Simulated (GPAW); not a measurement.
# Nd (P6_3/mmc) in GPAW: tuning split over ranks

Aim: find the choice of split over ranks that runs Nd fastest, at PBE. This setting moves, with any that are tied to it; all else stays.

Program: GPAW 26.7.0. These are calculated values, not measurements. Logs are shortened: lines on timing, memory, paths and dates and some standing lists are left out, and cuts for length are marked. The log counts tension as positive stress, the text compression.

**1. The structure**

Symmetry: P6_3/mmc, No. 194, hexagonal system. Conventional cell: a = 3.657 Å, b = 3.657 Å, c = 5.902 Å, α = 90.00°, β = 90.00°, γ = 120.00°. Around Nd (site symmetry -6m2) lie 12 Nd at 3.63 to 3.66 Å.

This isn't the form of Nd at room conditions, which is double hcp.

**2. With split over ranks default**

Contents of run.py:

```python
from ase.dft.bandgap import bandgap
from ase.io import read, write
from ase.units import GPa
from ase.parallel import parprint
from gpaw import GPAW, PW

atoms = read('POSCAR')
atoms.set_initial_magnetic_moments([3.0, 3.0])

calc = GPAW(mode=PW(800),
            xc='PBE',
            kpts={'size': (8, 8, 5), 'gamma': True},
            occupations={'name': 'fermi-dirac', 'width': 0.05},
            nbands=32,
            convergence={'density': 1e-05, 'energy': 1e-05},
            maxiter=100,
            txt='gpaw.txt')
atoms.calc = calc
energy = atoms.get_potential_energy()
forces = atoms.get_forces()
stress = atoms.get_stress()
calc.write('gs.gpw')
write('result.traj', atoms)
parprint(f'Energy: {energy:.6f} eV')
parprint('Forces (eV/A):')
parprint(forces.round(4))
parprint('Stress (GPa):', (stress / GPa).round(3))
parprint('Moments:', calc.get_magnetic_moments().round(3))
parprint('Fermi level:', round(calc.get_fermi_level(), 4), 'eV')
parprint(f'Gap: {bandgap(calc)[0]:.4f} eV, direct: {bandgap(calc, direct=True)[0]:.4f} eV')
```

Contents of POSCAR:

```
Nd
1.0
    3.6570000000      0.0000000000      0.0000000000
   -1.8285000000      3.1670549016      0.0000000000
    0.0000000000      0.0000000000      5.9020000000
Nd
2
Direct
    0.6666666667      0.3333333333      0.7500000000
    0.3333333333      0.6666666667      0.2500000000
```

Potentials or basis: GPAW PAW data sets (gpaw-data 1.2.1), pw.

Launch:

```console
OMP_NUM_THREADS=1 mpirun -n 16 gpaw python run.py
```

Wall time 47 s (16 MPI ranks of Arm Neoverse N1, host not shared); peak memory 0.26 GiB.

Results (log left out):

```
Free energy            : -10.9841 eV
Pressure               : -0.7 GPa
Band gap on the k mesh : none (metal or under the smearing width)
Net moment             : 8.20 μB per cell
Site moments           : Nd +3.38 μB
```

**3. With split over ranks domain=1 band=1**

Edit run.py of step 2 so:

```diff
@@ -15,2 +15,3 @@
             convergence={'density': 1e-05, 'energy': 1e-05},
+            parallel={'domain': 1, 'band': 1},
             maxiter=100,
```

POSCAR is that of step 2.

Potentials or basis: GPAW PAW data sets (gpaw-data 1.2.1), pw.

Launch:

```console
OMP_NUM_THREADS=1 mpirun -n 16 gpaw python run.py
```

Run time: 47 s. Hardware: 16 MPI ranks of Arm Neoverse N1, host not shared; peak memory 0.26 GiB.

Results (log left out):

```
Free energy            : -10.9841 eV
Pressure               : -0.7 GPa
Band gap on the k mesh : none (metal or under the smearing width)
Net moment             : 8.20 μB per cell
Site moments           : Nd +3.38 μB
```

**4. With split over ranks kpt=1 band=1**

Edit run.py of step 3 so:

```diff
@@ -15,3 +15,3 @@
             convergence={'density': 1e-05, 'energy': 1e-05},
-            parallel={'domain': 1, 'band': 1},
+            parallel={'kpt': 1, 'band': 1},
             maxiter=100,
```

POSCAR is that of step 3.

Launch:

```console
OMP_NUM_THREADS=1 mpirun -n 16 gpaw python run.py
```

It took 78 s on 16 MPI ranks of Arm Neoverse N1, host not shared; peak memory 0.2 GiB.

Results (log left out):

* Free energy: -10.9841 eV
* Pressure: -0.7 GPa
* Band gap on the k mesh: none (metal or under the smearing width)
* Net moment: 8.20 μB per cell
* Site moments: Nd +3.38 μB

**5. With split over ranks kpt=1 domain=1**

Edit run.py of step 4 so:

```diff
@@ -15,3 +15,3 @@
             convergence={'density': 1e-05, 'energy': 1e-05},
-            parallel={'kpt': 1, 'band': 1},
+            parallel={'kpt': 1, 'domain': 1},
             maxiter=100,
```

POSCAR is that of step 4.

Launch:

```console
OMP_NUM_THREADS=1 mpirun -n 16 gpaw python run.py
```

Run time: 96 s. Hardware: 16 MPI ranks of Arm Neoverse N1, host not shared; peak memory 0.28 GiB.

It converged, with:

```yaml
Free_energy: -10.9841 eV
Pressure: -0.7 GPa
Band_gap_on_the_k_mesh: none (metal or under the smearing width)
Net_moment: 8.20 μB per cell
Site_moments: Nd +3.38 μB
```

**6. With split over ranks domain=1 band=2**

Edit run.py of step 5 so:

```diff
@@ -15,3 +15,3 @@
             convergence={'density': 1e-05, 'energy': 1e-05},
-            parallel={'kpt': 1, 'domain': 1},
+            parallel={'domain': 1, 'band': 2},
             maxiter=100,
```

POSCAR is that of step 5.

Potentials or basis: GPAW PAW data sets (gpaw-data 1.2.1), pw.

Launch:

```console
OMP_NUM_THREADS=1 mpirun -n 16 gpaw python run.py
```

It took 50 s on 16 MPI ranks of Arm Neoverse N1, host not shared; peak memory 0.26 GiB.

It converged, with:

* Free energy: -10.9841 eV
* Pressure: -0.7 GPa
* Band gap on the k mesh: none (metal or under the smearing width)
* Net moment: 8.20 μB per cell
* Site moments: Nd +3.38 μB

**7. With split over ranks domain=2 band=1**

Edit run.py of step 6 so:

```diff
@@ -15,3 +15,3 @@
             convergence={'density': 1e-05, 'energy': 1e-05},
-            parallel={'domain': 1, 'band': 2},
+            parallel={'domain': 2, 'band': 1},
             maxiter=100,
```

POSCAR is that of step 6.

Launch:

```console
OMP_NUM_THREADS=1 mpirun -n 16 gpaw python run.py
```

Run time: 48 s. Hardware: 16 MPI ranks of Arm Neoverse N1, host not shared; peak memory 0.22 GiB.

The run converged. Its results:

```
Free energy            : -10.9841 eV
Pressure               : -0.7 GPa
Band gap on the k mesh : none (metal or under the smearing width)
Net moment             : 8.20 μB per cell
Site moments           : Nd +3.38 μB
```

**8. With split over ranks domain=4 band=1**

Edit run.py of step 7 so:

```diff
@@ -15,3 +15,3 @@
             convergence={'density': 1e-05, 'energy': 1e-05},
-            parallel={'domain': 2, 'band': 1},
+            parallel={'domain': 4, 'band': 1},
             maxiter=100,
```

POSCAR is that of step 7.

Launch:

```console
OMP_NUM_THREADS=1 mpirun -n 16 gpaw python run.py
```

Run time: 51 s. Hardware: 16 MPI ranks of Arm Neoverse N1, host not shared; peak memory 0.21 GiB.

The run converged. Its results:

| Quantity | Value |
| --- | --- |
| Free energy | -10.9841 eV |
| Pressure | -0.7 GPa |
| Band gap on the k mesh | none (metal or under the smearing width) |
| Net moment | 8.20 μB per cell |
| Site moments | Nd +3.38 μB |

**9. With split over ranks sl_auto=True**

Edit run.py of step 8 so:

```diff
@@ -15,3 +15,3 @@
             convergence={'density': 1e-05, 'energy': 1e-05},
-            parallel={'domain': 4, 'band': 1},
+            parallel={'sl_auto': True},
             maxiter=100,
```

POSCAR is that of step 8.

Potentials or basis: GPAW PAW data sets (gpaw-data 1.2.1), pw.

Launch:

```console
OMP_NUM_THREADS=1 mpirun -n 16 gpaw python run.py
```

Wall time 47 s (16 MPI ranks of Arm Neoverse N1, host not shared); peak memory 0.26 GiB.

It converged, with:

- Free energy: -10.9841 eV
- Pressure: -0.7 GPa
- Band gap on the k mesh: none (metal or under the smearing width)
- Net moment: 8.20 μB per cell
- Site moments: Nd +3.38 μB

**10. With split over ranks augment_grids=True**

Edit run.py of step 9 so:

```diff
@@ -15,3 +15,3 @@
             convergence={'density': 1e-05, 'energy': 1e-05},
-            parallel={'sl_auto': True},
+            parallel={'augment_grids': True},
             maxiter=100,
```

POSCAR is that of step 9.

Launch:

```console
OMP_NUM_THREADS=1 mpirun -n 16 gpaw python run.py
```

Wall time 47 s (16 MPI ranks of Arm Neoverse N1, host not shared); peak memory 0.26 GiB.

The run converged. Its results:

* Free energy: -10.9841 eV
* Pressure: -0.7 GPa
* Band gap on the k mesh: none (metal or under the smearing width)
* Net moment: 8.20 μB per cell
* Site moments: Nd +3.38 μB

**11. With split over ranks augment_grids=True sl_auto=True**

Edit run.py of step 10 so:

```diff
@@ -15,3 +15,3 @@
             convergence={'density': 1e-05, 'energy': 1e-05},
-            parallel={'augment_grids': True},
+            parallel={'augment_grids': True, 'sl_auto': True},
             maxiter=100,
```

POSCAR is that of step 10.

Potentials or basis: GPAW PAW data sets (gpaw-data 1.2.1), pw.

Launch:

```console
OMP_NUM_THREADS=1 mpirun -n 16 gpaw python run.py
```

gpaw.txt:

```text
__  _  _
 | _ |_)|_||  |
 |__||  | ||/\| - 26.7.0

Input parameters:
  mode=PW(ecut=800.0),
  convergence={'density': 1e-05, 'energy': 1e-05},
  kpts=MonkhorstPack(size=(8, 8, 5), gamma=True),
  maxiter=100,
  nbands=32,
  occupations=Occupations(name='fermi-dirac', width=0.05),
  parallel={'augment_grids': True, 'sl_auto': True},
  xc=XC(name='PBE')

Diagonalizing LCAO Hamiltonian
Converting LCAO to pw mode

           Nd

        Nd

Atoms  # Å, Bohr magnetons
|   | symbol |         x |        y |        z |    initial magnetic moments |
|---|--------|-----------|----------|----------|-----------------------------|
| 0 |     Nd |  1.828500 | 1.055685 | 4.426500 | ( 0.0000,  0.0000,  3.0000) |
| 1 |     Nd | -0.000000 | 2.111370 | 1.475500 | ( 0.0000,  0.0000,  3.0000) |

Unit cell  # Å
| periodic |         x |        y |        z |  lengths |     angles |
|----------|-----------|----------|----------|----------|------------|
|      yes |  3.657000 | 0.000000 | 0.000000 | 3.657000 |  90.000000 |
|      yes | -1.828500 | 3.167055 | 0.000000 | 3.657000 |  90.000000 |
|      yes |  0.000000 | 0.000000 | 5.902000 | 5.902000 | 120.000000 |

Number of symmetries: 12
Symmetry operations  # r_c * U_cc + t_c -> r_c
|    | kind |            matrix            |
|----|------|------------------------------|
|  0 |  σ   |  1, 1, 0,  0,-1, 0,  0, 0, 1 |
|  1 |  S6  |  1, 1, 0, -1, 0, 0,  0, 0,-1 |
|  2 |  E   |  1, 0, 0,  0, 1, 0,  0, 0, 1 |
|  3 |  C2  |  1, 0, 0, -1,-1, 0,  0, 0,-1 |
|  4 |  C2  |  0, 1, 0,  1, 0, 0,  0, 0,-1 |
|  5 |  C3  |  0, 1, 0, -1,-1, 0,  0, 0, 1 |
|  6 |  S6  |  0,-1, 0,  1, 1, 0,  0, 0,-1 |
|  7 |  σ   |  0,-1, 0, -1, 0, 0,  0, 0, 1 |
|  8 |  σ   | -1, 0, 0,  1, 1, 0,  0, 0, 1 |
|  9 |  i   | -1, 0, 0,  0,-1, 0,  0, 0,-1 |
| 10 |  C3  | -1,-1, 0,  1, 0, 0,  0, 0, 1 |
| 11 |  C2  | -1,-1, 0,  0, 1, 0,  0, 0,-1 |

BZ-sampling:
  Number of BZ points: 320
  Number of IBZ points: 40

  Monkhorst-Pack size: [8, 8, 5]
  Monkhorst-Pack shift: [0.0625, 0.0625, 0.0]

K-points  # in reciprocal-cell coordinates
|     |                                coordinates |     weight |
|-----|--------------------------------------------|------------|
|   0 | (  0.00000000,   0.00000000,   0.00000000) | 0.00312500 |
|   1 | (  0.00000000,   0.00000000,   0.20000000) | 0.00625000 |
|   2 | (  0.00000000,   0.00000000,   0.40000000) | 0.00625000 |
|   3 | (  0.12500000,   0.00000000,  -0.40000000) | 0.01875000 |
|   4 | (  0.12500000,   0.00000000,  -0.20000000) | 0.01875000 |
|   5 | (  0.12500000,   0.00000000,   0.00000000) | 0.01875000 |
|   6 | (  0.12500000,   0.00000000,   0.20000000) | 0.01875000 |
|   7 | (  0.12500000,   0.00000000,   0.40000000) | 0.01875000 |
|   8 | (  0.25000000,  -0.12500000,   0.00000000) | 0.01875000 |
|   9 | (  0.25000000,  -0.12500000,   0.20000000) | 0.03750000 |
| ... |                                            |            |
|  39 | (  0.50000000,   0.50000000,   0.40000000) | 0.01875000 |

Plane wave coefficients: 3549
Cutoff: 800.0 eV

Spin-components: 2 (collinear spins)
Bands:           32
Projectors:      16
Spin-degeneracy: 1
Datatype:        complex128

Parallelization:
  kpt:    16
  domain: 1
  band:   1

Density:
  Valence electrons: 28.0
  Components: 2
  Grid points: [24 24 40]
  Charge: 0.0  # |e|

Potential:
  Grid points: [24 24 40]

species:
  Nd:
    name:    Neodymium
    Z:       60.0
    valence: 14
    core:    46
    charge:  0.0  # [|e|]
    compensation charges:
      type: gauss
      rc: 0.35  # [Å]
      lmax: 2
    cutoffs:
      filter: 1.17  # [Å]
      core: 2.04  # [Å]
    projectors
    | kind |    occ | energy [eV] | rcut [Å] |
    |------|--------|-------------|----------|
    |   5s |  2.000 |     -40.464 |    1.164 |
    |   6s |  2.000 |      -3.502 |    1.164 |
    |   5p |  6.000 |     -22.090 |    1.164 |
    |   6p |  0.000 |      -1.232 |    1.164 |
    |   5d |  0.000 |      -1.918 |    1.164 |
    |   4f |  4.000 |      -1.747 |    1.164 |
    |    d |        |      25.294 |    1.164 |
    |    f |        |      25.464 |    1.164 |

    Using partial waves for Nd as LCAO basis

Reference energy: -523761.789053  # eV

eigensolver:
  PPCG
  Converge bands: occupied
  niter=2

density mixing:
  MSR1-Mixer
  Pratt-step length: 0.05
  Maximum mixing coefficient: 0.75
  Old densities: 10
  SVD Regularization: 0.005
  Good broyden scale: 1.0
  Trust region scale: 1.0
  Backstep threshold: 4.0
  History deletion threshold: 6.0
  Fourier metric: weight=20.0, sigma=0.015

occupation numbers:
  Fermi-Dirac:
    width: 0.0500  # eV

poisson solver:
  ecut: 6400.0  # eV

xc functional:
  name: PBE with 2 nearest neighbor stencil

convergence criteria:
- Maximum integral of absolute [dens]ity change: 1e-05 electrons / valence electron
- Maximum [total energy] change in last 3 cyles: 1e-05 eV / valence electron
- Maximum integral of absolute [eigenst]ate change: 4e-08 eV^2 / valence electron
maximum number of iterations: 100

SCF iterations
|iter     | |      energy | eigst |  dens |  magmom |
|---------|-|-------------|-------|-------|---------|
|iter:   1| |  -31.920194 | -0.39 |       |  +6.0193|
|iter:   2| |  -17.405670 | -0.80 | -0.21 |  +5.7696|
|iter:   3| |  -31.971810 | +0.59 | -0.33 |  +5.0631|
|iter:   4| |  -13.376221 | -0.47 | -0.18 |  +5.7009|
|iter:   5| |  -17.311689 | -0.10 | -0.38 |  +7.0581|
|iter:   6| |  -11.514655 | -0.15 | -0.31 |  +6.9202|
|iter:   7| |  -10.841729 | -1.42 | -0.65 |  +7.6433|
|iter:   8| |  -10.845989 | -3.00 | -1.55 |  +7.7956|
|iter:   9| |  -10.840445 | -3.95 | -1.58 |  +7.7995|
|iter:  10| |  -10.851544 | -3.22 | -1.81 |  +7.9726|
|iter:  11| |  -10.856054 | -3.33 | -2.21 |  +8.0726|
|iter:  12| |  -10.859394 | -2.87 | -2.48 |  +8.1878|
|iter:  13| |  -10.859433 | -4.42 | -2.68 |  +8.2053|
|iter:  14| |  -10.859390c| -5.02 | -3.06 |  +8.2054|
|iter:  15| |  -10.859385c| -5.97 | -3.69 |  +8.2015|
|iter:  16| |  -10.859387c| -5.96 | -3.92 |  +8.1993|
|iter:  17| |  -10.859380c| -6.91 | -4.30 |  +8.1985|
|iter:  18| |  -10.859378c| -7.55c| -4.56 |  +8.1984|
|iter:  19| |  -10.859379c| -7.94c| -4.84 |  +8.1982|
|iter:  20| |  -10.859379c| -8.59c| -5.22c|  +8.1982|

Converged in 20 steps
Energy contributions relative to reference atoms: (reference = -523761.789053)

Energy contributions:
  Kinetic:         -77.844048
  Coulomb:          67.540376
  Zero:              3.103782
  External:          0.000000
  Xc:               -3.534768
  Entropy:          -0.249442
  Spinorbit:         0.000000
  ----------------------------
  Free energy:     -10.984100
  Extrapolated:    -10.859379

dipole moment: (-0.000002, -0.000003, -0.000005)  # |e|*Ang

Total magnetic moment: (0.000000, 0.000000, 8.198152)

Local magnetic moments
|        x |        y |        z |
|----------|----------|----------|
| 0.000000 | 0.000000 | 3.378924 |  # Nd   0
| 0.000000 | 0.000000 | 3.378924 |  # Nd   1

Fermi level: 9.356
Eigenvalues  # (at kpt = [0.000, 0.000, 0.000])
| band index |      eig [eV] | occ [0-1] |      eig [eV] | occ [0-1] |
|------------|---------------|-----------|---------------|-----------|
|          0 |       -28.067 |     1.000 |       -26.362 |     1.000 |
|        ... |               |           |               |           |
|          7 |        -8.639 |     1.000 |        -7.245 |     1.000 |
|          8 |         5.296 |     1.000 |         6.199 |     1.000 |
|          9 |         7.260 |     1.000 |         8.264 |     1.000 |
|         10 |         9.019 |     0.999 |        11.110 |     0.000 |
|         11 |         9.072 |     0.997 |        11.323 |     0.000 |
|         12 |         9.155 |     0.982 |        11.371 |     0.000 |
[... 8 lines left out ...]
|         21 |         9.474 |     0.086 |        11.568 |     0.000 |
|         22 |         9.577 |     0.012 |        11.968 |     0.000 |
|        ... |               |           |               |           |
|         31 |        12.462 |     0.000 |        13.451 |     0.000 |

No gap
No difference between direct/indirect transitions

Forces  # eV/Ang
|        x |        y |        z |
|----------|----------|----------|
| -0.00000 | -0.00000 | -0.00002 |  # Nd   0
|  0.00000 |  0.00000 |  0.00002 |  # Nd   1

Stress tensor  # eV/Ang^3
|         x |         y |         z |
|-----------|-----------|-----------|
|  0.003943 | -0.000000 |  0.000000 |
| -0.000000 |  0.003943 | -0.000000 |
|  0.000000 | -0.000000 |  0.004401 |

# Writing to gs.gpw (mode='')
```

Run time: 47 s. Hardware: 16 MPI ranks of Arm Neoverse N1, host not shared; peak memory 0.26 GiB.

What came out:

| Quantity | Value |
| --- | --- |
| Free energy | -10.9841 eV |
| Pressure | -0.7 GPa |
| Band gap on the k mesh | none (metal or under the smearing width) |
| Net moment | 8.20 μB per cell |
| Site moments | Nd +3.38 μB |

**12. The series at a glance**

```tsv
split over ranks	energy less the last converged row (meV/atom)	SCF cycles	wall time (s)
default	0.00	20	47
domain=1 band=1	0.00	20	47
kpt=1 band=1	0.00	20	78
kpt=1 domain=1	0.00	22	96
domain=1 band=2	0.00	22	50
domain=2 band=1	0.00	20	48
domain=4 band=1	0.00	20	51
sl_auto=True	0.00	20	47
augment_grids=True	0.00	20	47
augment_grids=True sl_auto=True	0.00	20	47
```

Fastest here: default (47 s), level within noise with domain=1 band=1, domain=1 band=2, domain=2 band=1, domain=4 band=1, sl_auto=True, augment_grids=True, augment_grids=True sl_auto=True; slowest of those that converged: kpt=1 domain=1 (96 s). These are single runs, one after another on one machine, so differences under about a fifth mean little.

Caveats: one-centre terms of the f shell are cut off; the magnetic or orbital state may not be the lowest; spin-orbit coupling is left out, which moves the levels of the heavy elements.
